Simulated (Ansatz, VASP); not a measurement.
Ti2H in VASP and in Ansatz

File INCAR:

```
SYSTEM = Ti2H
PREC = Accurate
ENCUT = 520
EDIFF = 1E-6
ISMEAR = -1
SIGMA = 0.1
LREAL = .FALSE.
LASPH = .TRUE.
NELM = 100
ALGO = Normal
ISIF = 2
LWAVE = .FALSE.
LCHARG = .TRUE.
GGA = PS
LELF = .TRUE.
LVHAR = .TRUE.
NBANDS = 34
```

KPOINTS

```
Automatic mesh
0
G
  6 6 6
  0 0 0
```

POSCAR

```
Ti2H
1.0
    4.1132716913      0.0000000000      0.0000000000
    0.0000000000      4.1132716913      0.0000000000
    0.0000000000      0.0000000000      4.1132716913
Ti H
4 2
Direct
    0.2500000000      0.7500000000      0.2500000000
    0.7500000000      0.2500000000      0.2500000000
    0.2500000000      0.2500000000      0.7500000000
    0.7500000000      0.7500000000      0.7500000000
    0.0000000000      0.0000000000      0.0000000000
    0.5000000000      0.5000000000      0.5000000000
```

Input for Ansatz:

```yaml
crystal:
  lattice:
    - [4.11327169125596, 0.0, 0.0]
    - [0.0, 4.11327169125596, 0.0]
    - [0.0, 0.0, 4.11327169125596]
  atoms:
    - { symbol: Ti, position: [0.25, 0.75, 0.25] }
    - { symbol: Ti, position: [0.75, 0.25, 0.25] }
    - { symbol: Ti, position: [0.25, 0.25, 0.75] }
    - { symbol: Ti, position: [0.75, 0.75, 0.75] }
    - { symbol: H, position: [0.0, 0.0, 0.0] }
    - { symbol: H, position: [0.5, 0.5, 0.5] }
basis:
  ecutwfc: 462.593566181796
kpoints:
  mp_grid:
    grid: [6, 6, 6]
hamiltonian:
  xc: pbesol
  pseudopotentials:
    kind: paw
scf:
  occupations:
    method: fermi_dirac
    width: 0.1
output:
  stress: true
```

The cell comes from a database or a generator and needn't be the stable form of this composition.

Alike in both runs: task single point; functional PBEsol; k mesh 6 × 6 × 6; occupations fermi-dirac, width 0.1 eV; no spin polarisation.

```csv
,VASP,Ansatz
version,VASP 6.6.1,Ansatz 0.2.0
potentials or method,"VASP PAW PBE potentials, release 64 (Ti_sv, H)","plane waves, PAW"
plane-wave cutoff (eV),520,463
valence electrons in the cell,50,50
```

```tsv
	VASP	Ansatz	Ansatz less VASP
pressure (GPa)	7.3	7.5	+0.19
```

With one functional, cell and mesh, what is left measures potentials, basis and numerics.

Caveats: the PAW data sets were made with another functional, which shifts forces and pressure a little (VASP).
